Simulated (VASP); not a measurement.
Te2Pt (Moncheite), 3 atoms in the cell. The structure is trigonal, space group P-3m1 (No. 164). The conventional cell has a = 4.052 Å, b = 4.052 Å, c = 5.073 Å, α = 90.00°, β = 90.00°, γ = 120.00°. Around Te (site symmetry 3m) lie 3 Pt at 2.71 Å. Pt (site symmetry -3m) has 6 Te at 2.71 Å as nearest neighbours. 

- Program: VASP 6.6.1
- Task: relaxation of cell and atoms
- Functional: PBE
- Dispersion: D3(BJ)
- Potentials or basis: VASP PAW PBE potentials, release 64 (Te, Pt)
- Cutoff: 600 eV
- k mesh: 12 × 12 × 7
- Occupations: methfessel-paxton, width 0.1 eV
- Spin: no spin polarisation
- Further INCAR settings: ALGO = Normal; EDIFF = 1e-07; IBRION = 2; EDIFFG = -0.005; NSW = 90; ISIF = 3

Potentials or basis: VASP PAW PBE potentials, release 64 (Te, Pt).

Launch:

```bash
$ cat potpaw_PBE.64/Te/POTCAR potpaw_PBE.64/Pt/POTCAR > POTCAR
$ mpirun -np 4 vasp_std > vasp.out
```

Hardware: 4 MPI ranks on AMD EPYC 9R45 (Zen 5) (shared host).

Question: How long does it take, and how much memory?

Answer: Run time: 39 s on 4 MPI ranks on AMD EPYC 9R45 (Zen 5), on a shared host, peak memory 0.31 GiB a rank. Counts: scf iterations 25, k points 112, ion steps 3.
